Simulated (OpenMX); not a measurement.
# Ge in OpenMX: convergence with VNA

The system is Ge.

```xyz
4
Lattice="3.9976 0.0000 0.0000 -1.9988 3.4620 0.0000 0.0000 0.0000 6.5994" Properties=species:S:1:pos:R:3 pbc="T T T"
Ge    0.0809    2.2985    6.1994
Ge    2.0565    0.9997    2.8664
Ge    0.0370    2.3609    3.7599
Ge    2.0165    1.1845    0.4375
```

This isn't the form of Ge at room conditions, which is diamond.

The cell isn't the ideal one: atoms moved at random, drawn with an rms of 0.1 Å.

* Program: OpenMX 3.8.5
* Task: convergence study
* Functional: PBE
* Potentials or basis: OpenMX 2013 PBE set, Ge7.0-s2p2d1, grid cutoff 300 Ry
* k mesh: 7 × 7 × 3
* Occupations: fermi-dirac, width 0.05 eV
* Spin: no spin polarisation

These are the settings of the first run; the series varies VNA, with any setting tied to it.

Hardware: 1 thread of Arm Neoverse V2, with other jobs on the host.

```csv
VNA,"energy less the tightest run, at zero smearing (meV/atom)",pressure (GPa),largest force (eV/Å),SCF cycles,CPU time (s),peak memory (GiB)
1 3,-0.95,5.76,2.613,17,38,0.5
2 4,-7.64,6.19,2.671,17,39,0.5
3 6,-3.32,6.45,2.717,17,40,0.51
4 8,-1.48,6.49,2.716,17,42,0.53
5 10,-0.78,6.50,2.715,17,43,0.54
6 12,-0.13,6.51,2.716,17,46,0.55
6 16,0.00,6.51,2.716,17,49,0.63
```

Against the tightest run, the energy stays within 1 meV/atom from 5 10 on; the pressure stays within 0.1 GPa from 3 6 on; the largest force stays within 0.005 eV/Å from 3 6 on. The tightest run that finished is the yardstick and may itself not be fully converged.

Caveat, for the tightest run too: the basis of atomic orbitals isn't converged, which shifts pressures, moduli and gaps.
